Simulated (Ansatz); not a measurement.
## MnO2 in Ansatz: the effect of starting spin order

MnO2:

```xyz
3
Lattice="2.8566 0.0000 0.0000 -1.4283 2.4739 0.0000 0.0000 0.0000 4.6014" Properties=species:S:1:pos:R:3 pbc="T T T"
Mn    0.0000    0.0000    2.3007
O     0.0000    1.6492    3.2499
O     1.4283    0.8246    1.3515
```

Measurements of this composition are mostly on another form, of space group No. 136.

Alike in all runs:

```yaml
Program: Ansatz 0.2.0
Task: single point
Functional: PBE
Potentials_or_basis: Ansatz PAW
Cutoff: "420 eV (not typed: the program's choice for these potentials)"
k_mesh: 11 × 11 × 6
Occupations: fermi-dirac, width 0.05 eV
```

| starting spin order | spin | starting moments | energy over the lowest run (meV/atom) | gap on the mesh (eV) | pressure (GPa) | largest force (eV/Å) | final net moment (μB) | final largest site moment (μB) |
| --- | --- | --- | --- | --- | --- | --- | --- | --- |
| spin off | no spin polarisation | - | ? | ? | ? | ? | ? | ? |
| fm | collinear spin, ferromagnetic start | [4.0, 0.0, 0.0] μB | 0.0 | 0.85 | 4.8 | 0.22 | 3.00 | 2.49 |
| random | collinear spin, random start | [-2.09, 0.0, 0.0] μB | 0.0 | 0.85 | 4.8 | 0.22 | -3.00 | 2.49 |

Question: What does the run with starting spin order spin off give?

Answer: Energy over the lowest run 398.9 meV/atom; gap on the mesh none; pressure -5.0 GPa; largest force 0.14 eV/Å; final net moment 0.00 μB; final largest site moment 0.00 μB.

Caveats: odd divisions of the mesh miss points on the zone boundary, where band edges often lie, so the gap on the mesh can be too wide (some runs); a cell with one magnetic atom can't hold antiferromagnetic order, which such compounds often take (some runs); an odd number of electrons without spin polarisation forces a metal (some runs); a magnetic or distorted state may lie lower (some runs); semilocal functionals often make such compounds metallic where correlation or magnetic order opens a gap, which also shifts bond lengths (some runs).

A k mesh can miss the band edges.

A gap of «none» marks a metal or a gap under the smearing width.
